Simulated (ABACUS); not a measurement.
The system is InPd.

```
In Pd
1.0
     3.27188    0.00000    0.00000
     0.00000    3.27188    0.00000
     0.00000    0.00000    3.27188
In Pd
1 1
Direct
  0.00000 0.00000 0.00000
  0.50000 0.50000 0.50000
```

The cell comes from a database or a generator and needn't be the stable form of this composition.

Base run:

```yaml
Program: ABACUS 3.10.1
Functional: LDA
Potentials_or_basis: SG15 ONCV 1.2 PBE
Cutoff: 1361 eV
Density_cutoff: 5442 eV
Basis: DZP LCAO (the cutoffs set its grid)
k_mesh: 6 × 6 × 6
Occupations: fermi-dirac, width 0.05 eV
Spin: no spin polarisation
```

Its results: band gap on the k mesh none (metal or under the smearing width); pressure -4.5 GPa.

Q: The run is repeated on the same cell with these changes: functional from LDA to TPSS. What comes out?

A: Band gap on the k mesh none (metal or under the smearing width); pressure 2.0 GPa.

Caveats: the atomic orbitals were generated for these runs and aren't a published set; the potentials were made for another functional, which shifts forces and pressure; the basis of atomic orbitals isn't converged, which shifts pressures, moduli and gaps.

Not every run made on this cell is shown here.
